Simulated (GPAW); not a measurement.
Consider KF (Carobbiite, Fm-3m).

```cif
data_structure
_symmetry_space_group_name_H-M 'P 1'
_symmetry_Int_Tables_number 1
_cell_length_a 3.7786
_cell_length_b 3.7786
_cell_length_c 3.7786
_cell_angle_alpha 60.000
_cell_angle_beta 60.000
_cell_angle_gamma 60.000
_cell_volume 38.15
loop_
_atom_site_label
_atom_site_type_symbol
_atom_site_fract_x
_atom_site_fract_y
_atom_site_fract_z
_atom_site_occupancy
K1 K 0.00000 0.00000 0.00000 1
F2 F 0.50000 0.50000 0.50000 1
```

Absorber: atom 1, with 6 F at 2.67 Å (octahedral, site symmetry m-3m). Method: GPAW, PBE, full core hole (charged cell), 12-atom cell with 6.5 Å between holes, 4×4×4 k points, dipole transitions, Gaussian full width 0.9 eV up to 4 eV, rising linearly to 3.5 eV at 25 eV.

Q: What does the K K edge look like?

Main maxima up to 30 eV above the zero (height): 3.4 eV (2.63), 11.0 eV (2.61) and 24.6 eV (1.07). A K edge sees empty p states on the absorber. The total-energy difference plus the lowest empty eigenvalue puts the zero at 3623.93 eV. One term is added: -19.86 eV, since the hole is spin-paired here and a spin-polarised one costs that much less in the free atom (computed apart). The photon energy is then 3604.07 eV. The tabulated edge of the element is 3608.4 eV. The functional and the charged cell's background leave an error of a few eV in such absolute values.

The K K spectrum (energy from the lowest empty level; intensity scaled to a mean of 1 over the first 20 eV):

| E (eV) | intensity |
| --- | --- |
| -2.00 | 0.00 |
| -1.25 | 0.00 |
| -0.50 | 0.00 |
| 0.25 | 0.02 |
| 1.00 | 0.05 |
| 1.75 | 0.16 |
| 2.50 | 1.04 |
| 3.25 | 2.55 |
| 4.00 | 1.61 |
| 4.75 | 0.52 |
| 5.50 | 0.41 |
| 6.25 | 0.49 |
| 7.00 | 0.51 |
| 7.75 | 0.69 |
| 8.50 | 1.01 |
| 9.25 | 1.50 |
| 10.00 | 2.11 |
| 10.75 | 2.57 |
| 11.50 | 2.49 |
| 12.25 | 1.90 |
| 13.00 | 1.21 |
| 13.75 | 0.81 |
| 14.50 | 0.68 |
| 15.25 | 0.67 |
| 16.00 | 0.66 |
| 16.75 | 0.63 |
| 17.50 | 0.60 |
| 18.25 | 0.58 |
| 19.00 | 0.58 |
| 19.75 | 0.63 |
| 20.50 | 0.73 |
| 21.25 | 0.84 |
| 22.00 | 0.93 |
| 22.75 | 0.99 |
| 23.50 | 1.03 |
| 24.25 | 1.06 |
| 25.00 | 1.06 |
| 25.75 | 1.02 |
| 26.50 | 0.96 |
| 27.25 | 0.90 |
| 28.00 | 0.85 |
| 28.75 | 0.79 |
| 29.50 | 0.74 |
| 30.25 | 0.69 |

The mesh is coarse (0.29 Å⁻¹ between points), so small maxima may be mesh ripples. The structure is a published determination, not relaxed.

[Banner, clock and machine lines of the logs are left out without a mark of their own.]

[Logs are printed without paths, hosts, clocks, repeated set-up lines and the standing remarks that a program may print on its own settings, such as how far it seeks lower states.]

[Hosts, paths, dates, database ids (printed as entryN), source tags and the programs' standing remarks are cut or masked in the printed files.]

[Lists of maxima count a maximum above −3 eV only where it reaches 4 % of the highest in the window and stands out from its surroundings by 2 % of it (1.5 % where it reaches 55 %); shoulders and weaker maxima are passed over, and of the rest the first, up to two pre-edge ones and the few strongest are named.]
